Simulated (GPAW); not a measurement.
Runs of GPAW 26.7.0 on CuO. It takes space group P4/mmm (No. 123, tetragonal). Conventional cell: a = 4.161 Å, b = 4.161 Å, c = 3.888 Å, α = 90.00°, β = 90.00°, γ = 90.00°. Cu (site symmetry mmm) is surrounded by 4 O at 1.94 to 2.08 Å. Cu (site symmetry 4/mmm) is surrounded by 6 O at 1.94 to 2.08 Å. O (site symmetry 4/mmm) is surrounded by 6 Cu at 1.94 to 2.08 Å. O (site symmetry mmm) is surrounded by 4 Cu at 1.94 to 2.08 Å. Measurements of this composition are mostly on another form, of space group No. 15.

```csv
task,level,potentials or basis,k mesh,band path,band points,mesh quality,pressure (GPa)
band structure,SCAN,"GPAW PAW data sets (gpaw-data 1.2.1), pw",4 × 4 × 4,"GXMGZRAZ,XR,MA",100,coarse,-3.8
band structure,LDA,"the program's PAW data sets (release 1.2.1) made for this functional, pw",4 × 4 × 4,"GXMGZRAZ,XR,MA",100,coarse,-10.0
single point,PBE,"GPAW PAW data sets (gpaw-data 1.2.1), pw",7 × 7 × 7,-,-,not flagged,3.4
band structure,RPBE,"the program's PAW data sets (release 1.2.1) made for this functional, pw",4 × 4 × 4,"GXMGZRAZ,XR,MA",100,coarse,(a)
```

Alike in all rows: no spin polarisation; cell as given; cutoff (eV) 800; smearing fermi-dirac 0.05 eV.

**Question.** Estimate the missing entries.

**Answer.** (a) 9.1.

Caveats: some runs use coarse meshes; with this Cu data set, volumes or pressures lay over 1.5 % or 2 GPa off other programs in two to four cells of ten; an odd number of electrons without spin polarisation forces a metal; a magnetic or distorted state may lie lower; the run has no spin polarisation, though such a crystal can be magnetic; the PAW data sets were made with another functional, which shifts forces and pressure a little (some runs).
